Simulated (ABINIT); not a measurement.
# GaP (F-43m) in ABINIT: notebook, part 2 of 2

ABINIT 10.8.3 (patched build). The steps go on from the part before.

### Step 4. Relaxation of cell and atoms, LDA

File run.abi:

```
# Pseudopotentials
pp_dirpath "./"
pseudos "Ga.upf, P.upf"

# Structure
acell 7.2831660764 7.2831660764 7.2831660764
rprim
     0.0000000000     0.7071067812     0.7071067812
     0.7071067812     0.0000000000     0.7071067812
     0.7071067812     0.7071067812     0.0000000000
ntypat 2
znucl 31 15
natom 2
typat 1 2
chkprim 0
chksymtnons 0
tolsym 1.0e-6
xred
            0.0            0.0            0.0
            3/4            3/4            3/4

# Plane-wave basis
ecut 40.0
ecutsm 0.5

# k points
kptopt 1
ngkpt 6 6 6
nshiftk 1
shiftk 0.0 0.0 0.0

# Exchange and correlation
ixc 7

# Bands and occupations
nband 13
occopt 3
tsmear 0.05 eV

# SCF cycle
nstep 80
tolvrs 1.0e-12

# Output
iomode 3
prteig 0
prtebands 0
prtwf 0
prtden 0

# Relaxation
ionmov 2
optcell 2
ntime 50
tolmxf 2.0e-5
dilatmx 1.08
```

Potentials or basis: PseudoDojo NC SR LDA v0.4.1 standard.

On the command line:

```sh
> abinit run.abi > log 2>&1
```

run.abo:

```text
.Version 10.8.3 of ABINIT
 Symmetries : space group F-4 3 m (#216); Bravais cF (face-center cubic)
================================================================================
 Values of the parameters that define the memory need of the present run
     intxc =       0    ionmov =       2      iscf =       7    lmnmax =       6
     lnmax =       6     mgfft =      48  mpssoang =       3    mqgrid =    3001
     natom =       2  nloc_mem =       1    nspden =       1   nspinor =       1
    nsppol =       1      nsym =      24    n1xccc =    2501    ntypat =       2
    occopt =       3   xclevel =       1
       mpw =        4175          nfft =      110592          nkpt =          16
================================================================================
================================================================================

--------------------------------------------------------------------------------
------------- Echo of variables that govern the present computation ------------
--------------------------------------------------------------------------------
 -outvars: echo values of preprocessed input variables --------
            acell      7.2831660764E+00  7.2831660764E+00  7.2831660764E+00 Bohr
              amu      6.97230000E+01  3.09737620E+01
          chkprim           0
      chksymtnons           0
          dilatmx      1.08000000E+00
             ecut      4.00000000E+01 Hartree
           ecutsm      5.00000000E-01 Hartree
           ionmov           2
              ixc           7
         kptrlatt        6    0    0      0    6    0      0    0    6
          kptrlen      4.36989965E+01
            natom           2
            nband          13
            ngfft          48      48      48
             nkpt          16
            nstep          80
             nsym          24
            ntime          50
           ntypat           2
           occopt           3
          optcell           2
           prtden           0
        prtebands           0
           prteig           0
            prtwf           0
            rprim      0.0000000000E+00  7.0710678120E-01  7.0710678120E-01
                       7.0710678120E-01  0.0000000000E+00  7.0710678120E-01
                       7.0710678120E-01  7.0710678120E-01  0.0000000000E+00
          spgroup         216
           tolmxf      2.00000000E-05
           tolsym      1.00000000E-06
           tolvrs      1.00000000E-12
           tsmear      1.83746611E-03 Hartree
            typat      1  2
           xangst      0.0000000000E+00  0.0000000000E+00  0.0000000000E+00
                       4.0878749973E+00  4.0878749973E+00  4.0878749973E+00
            xcart      0.0000000000E+00  0.0000000000E+00  0.0000000000E+00
                       7.7249641818E+00  7.7249641818E+00  7.7249641818E+00
             xred      0.0000000000E+00  0.0000000000E+00  0.0000000000E+00
                       7.5000000000E-01  7.5000000000E-01  7.5000000000E-01
            znucl       31.00000   15.00000

================================================================================

 chkinp: Checking input parameters for consistency.

================================================================================
== DATASET  1 ==================================================================

--- !DatasetInfo
iteration_state: {dtset: 1, }
dimensions: {natom: 2, nkpt: 16, mband: 13, nsppol: 1, nspinor: 1, nspden: 1, mpw: 4175, }
cutoff_energies: {ecut:  40.0, pawecutdg:  -1.0, }
electrons: {nelect:   1.80000000E+01, charge:   0.00000000E+00, occopt:   3.00000000E+00, tsmear:   1.83746611E-03, }
meta: {optdriver: 0, ionmov: 2, optcell: 2, iscf: 7, paral_kgb: 0, }
...
[... 17 lines left out ...]
  31.00000  13.00000  180309                  znucl, zion, pspdat
12 -1012 2 -1 1858                            pspcod,pspxc,lmax,lloc,mmax
     nproj     2     2     2

- pspini: atom type   2  psp file is ./P.upf
  15.00000   5.00000  180309                  znucl, zion, pspdat
12 -1012 2 -1 1298                            pspcod,pspxc,lmax,lloc,mmax
     nproj     2     2     2

   5.69078347E+02                                ecore*ucvol(ha*bohr**3)
--------------------------------------------------------------------------------

================================================================================

=== [ionmov= 2] Broyden-Fletcher-Goldfarb-Shanno method (forces)
================================================================================

--- Iteration: ( 1/50) Internal Cycle: (1/1)
--------------------------------------------------------------------------------

---SELF-CONSISTENT-FIELD CONVERGENCE--------------------------------------------
[... 386 lines left out ...]
 Difference of energy with previous step (new-old):
           Absolute (Ha)=-7.25762E-07
           Relative     =-8.70753E-09

 At Broyd/MD step   4, gradients are converged :
  max grad (force/stress) = 1.2398E-05 < tolmxf= 2.0000E-05 ha/bohr (free atoms)

================================================================================

 ----iterations are completed or convergence reached----

 Mean square residual over all n,k,spin=   19.647E-14; max=  30.646E-12
 reduced coordinates (array xred) for    2 atoms
      -0.000000000000      0.000000000000     -0.000000000000
       0.750000000000      0.750000000000      0.750000000000
 rms dE/dt=  5.9500E-30; max dE/dt=  8.4145E-30; dE/dt below (all hartree)
    1       0.000000000000      0.000000000000     -0.000000000000
    2       0.000000000000      0.000000000000      0.000000000000

 cartesian coordinates (angstrom) at end:
    1     -0.00000000000000    -0.00000000000000     0.00000000000000
    2      4.04122397337359     4.04122397337359     4.04122397337359

 cartesian forces (hartree/bohr) at end:
    1      0.00000000000000     0.00000000000000    -0.00000000000000
    2     -0.00000000000000    -0.00000000000000     0.00000000000000
 frms,max,avg= 7.9119649E-31 1.2395667E-30   0.000E+00  0.000E+00  0.000E+00 h/b

 cartesian forces (eV/Angstrom) at end:
    1      0.00000000000000     0.00000000000000    -0.00000000000000
    2     -0.00000000000000    -0.00000000000000     0.00000000000000
 frms,max,avg= 4.0684959E-29 6.3741081E-29   0.000E+00  0.000E+00  0.000E+00 e/A
 length scales=  7.200050238819  7.200050238819  7.200050238819 bohr
              =  3.810102501155  3.810102501155  3.810102501155 angstroms
 Fermi (or HOMO) energy (hartree) =   0.19397   Average Vxc (hartree)=  -0.37902
 Eigenvalues (hartree) for nkpt=  16  k points:
 kpt#   1, nband= 13, wtk=  0.00463, kpt=  0.0000  0.0000  0.0000 (reduced coord)
  -0.37461   -0.37461   -0.37461   -0.37060   -0.37060   -0.30201    0.16780    0.16780
   0.16780    0.23716    0.30682    0.30682    0.30682
      occupation numbers for kpt#   1
   2.00000    2.00000    2.00000    2.00000    2.00000    2.00000    2.00000    2.00000
   2.00000    0.00000    0.00000    0.00000    0.00000
 prteigrs : prtvol=0 or 1, do not print more k-points.

--- !EnergyTerms
iteration_state     : {dtset: 1, itime: 4, icycle: 1, }
comment             : Components of total free energy in Hartree
kinetic             :  6.50865015662632E+01
hartree             :  2.58100258096914E+01
xc                  : -2.26528612969745E+01
Ewald energy        : -4.87956704549281E+01
psp_core            :  2.15615748821909E+00
local_psp           : -6.80119758139327E+01
non_local_psp       : -3.69409106500618E+01
internal            : -8.33487333517234E+01
'-kT*entropy'       : -1.04093001358482E-09
total_energy        : -8.33487333527643E+01
total_energy_eV     : -2.26803457637535E+03
band_energy         : -3.93467946078135E+00
...

 Cartesian components of stress tensor (hartree/bohr^3)
  sigma(1 1)=  1.23984768E-07  sigma(3 2)=  0.00000000E+00
  sigma(2 2)=  1.23984768E-07  sigma(3 1)=  0.00000000E+00
  sigma(3 3)=  1.23984768E-07  sigma(2 1)=  0.00000000E+00

-Cartesian components of stress tensor (GPa)         [Pressure= -3.6478E-03 GPa]
- sigma(1 1)=  3.64775781E-03  sigma(3 2)=  0.00000000E+00
- sigma(2 2)=  3.64775781E-03  sigma(3 1)=  0.00000000E+00
- sigma(3 3)=  3.64775781E-03  sigma(2 1)=  0.00000000E+00

== END DATASET(S) ==============================================================
================================================================================

 -outvars: echo values of variables after computation  --------
            acell      7.2000502388E+00  7.2000502388E+00  7.2000502388E+00 Bohr
           etotal     -8.3348733353E+01
            fcart      4.1318889137E-31  4.1318889137E-31 -1.2395666741E-30
                      -4.1318889137E-31 -4.1318889137E-31  1.2395666741E-30
            rprim      0.0000000000E+00  7.0710678119E-01  7.0710678119E-01
                       7.0710678119E-01  0.0000000000E+00  7.0710678119E-01
                       7.0710678119E-01  7.0710678119E-01  0.0000000000E+00
           strten      1.2398476779E-07  1.2398476780E-07  1.2398476780E-07
                       0.0000000000E+00  0.0000000000E+00  0.0000000000E+00
           xangst     -1.0428085230E-30 -4.3592900985E-30  3.1284255690E-30
                       4.0412239734E+00  4.0412239734E+00  4.0412239734E+00
             xred     -3.4900813673E-32  1.1960931614E-30 -1.5831572774E-30
                       7.5000000000E-01  7.5000000000E-01  7.5000000000E-01
 Calculation completed.
```

It took 2 min on 1 thread of Arm Neoverse V1, shared host; peak memory 0.09 GiB.

What came out:

```yaml
Free_energy: -2268.0346 eV
Relaxed_volume: 19.56 Å³/atom
Relaxed_cell: a = 3.810 Å, b = 3.810 Å, c = 3.810 Å, α = 60.00°, β = 60.00°, γ = 60.00°
Space_group_after_relaxing_to_0.05_Å: F-43m (No. 216)
Energy_gained_by_relaxing: 6.4 meV/atom
Ionic_steps: 4
Pressure_after_relaxing: 0.0 GPa
Band_gap_on_the_k_mesh: 1.43 eV, indirect (least direct gap 1.89 eV)
```

Step by step:
```tsv
step	energy change (eV)	largest force (eV/Å)	pressure (GPa)	volume (Å³)
1	0.0000	0.0000	-2.88	40.48
2	-0.0056	0.0000	-2.19	40.12
3	-0.0127	0.0000	0.12	39.06
4	-0.0128	0.0000	0.00	39.11
```

Final structure:
```
CELL_PARAMETERS angstrom
0.00000 2.69415 2.69415
2.69415 0.00000 2.69415
2.69415 2.69415 0.00000
ATOMIC_POSITIONS crystal
Ga 0.00000 0.00000 0.00000
P 0.75000 0.75000 0.75000
```

A k mesh can miss the band edges. Zero-point motion and thermal expansion aren't in these numbers.

### Step 5. The runs side by side

| task | level | potentials or basis | cell | cutoff (eV) | cell freedom (optcell) | optimiser (ionmov) | cutoff smearing ecutsm (Ha) | force stop (Ha/bohr) | gap on the mesh (eV) | pressure (GPa) |
| --- | --- | --- | --- | --- | --- | --- | --- | --- | --- | --- |
| single point | PBE | Ansatz NC PBE | cell relaxed | 1088 | - | - | - | - | 1.56 | 0.0 |
| single point | LDA | PseudoDojo NC SR LDA v0.4.1 standard | as given | 980 | - | - | - | - | 1.50 | - |
| relaxation of cell and atoms | LDA | PseudoDojo NC SR LDA v0.4.1 standard | relaxed | 1088 | 2 | 2 | 0.5 | 2e-05 | 1.43 | 0.0 |

Alike in all rows: no spin polarisation; k mesh 6 × 6 × 6; smearing fermi-dirac 0.05 eV.

Total energies depend on the potentials used, so only differences within one code and one set of settings carry meaning.

### Step 6. How close it comes

Step 3. Measured gap of GaP: 2.34 eV (indirect; 10 K; quoted in “Stacking defects in GaP nanowires: Electronic structure and optical properties”, 2018, arxiv:1810.01194). This calculation gives 1.50 eV (-0.84 eV). Spin-orbit coupling on Ga is left out. The value is that of LDA on a finite k mesh, which can miss the band edges, without temperature or zero-point motion. Semilocal functionals fall short of measured gaps as a rule.
